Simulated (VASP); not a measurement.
A run of VASP 6.6.1:

File INCAR:

```
SYSTEM = CaS
PREC     = Accurate       ! precision mode
ENCUT    = 600            ! plane-wave cutoff, eV
EDIFF    = 1E-7           ! SCF threshold, eV
ISMEAR   = 0              ! smearing method
SIGMA    = 0.02           ! smearing width, eV
LREAL    = .FALSE.        ! projectors in reciprocal space
LASPH    = .TRUE.         ! aspherical terms in the spheres
NELM     = 100            ! most SCF steps
ALGO     = Normal         ! electronic algorithm
ISIF     = 3              ! what is computed and relaxed
LWAVE    = .FALSE.        ! write WAVECAR
LCHARG   = .FALSE.        ! write CHGCAR
GGA      = PS             ! functional
IBRION   = 2              ! ionic algorithm
NSW      = 90             ! ionic steps
EDIFFG   = -0.005         ! ionic threshold
```

KPOINTS

```
Automatic mesh
0
G
  4 4 4
  0 0 0
```

Contents of POSCAR:

```
CaS
1.0
    0.0000000000      2.8523742900      2.8523742900
    2.8523742900      0.0000000000      2.8523742900
    2.8523742900      2.8523742900      0.0000000000
Ca S
1 1
Direct
    0.0000000000      0.0000000000      0.0000000000
    0.5000000000      0.5000000000      0.5000000000
```

Potentials or basis: VASP PAW PBE potentials, release 64 (Ca_sv, S).

The run is started by

```console
$ cat potpaw_PBE.64/Ca_sv/POTCAR potpaw_PBE.64/S/POTCAR > POTCAR
$ mpirun -np 1 vasp_std > vasp.out
```

Hardware: 1 thread of Intel(R) Xeon(R) Platinum 8488C (Sapphire Rapids), on a shared host.

Question: Estimate the wall time of this run.

Answer: It took 15 s on 1 thread of Intel(R) Xeon(R) Platinum 8488C (Sapphire Rapids), with other jobs on the host, peak memory 0.18 GiB. Counts: scf iterations 34, k points 8, ion steps 3.
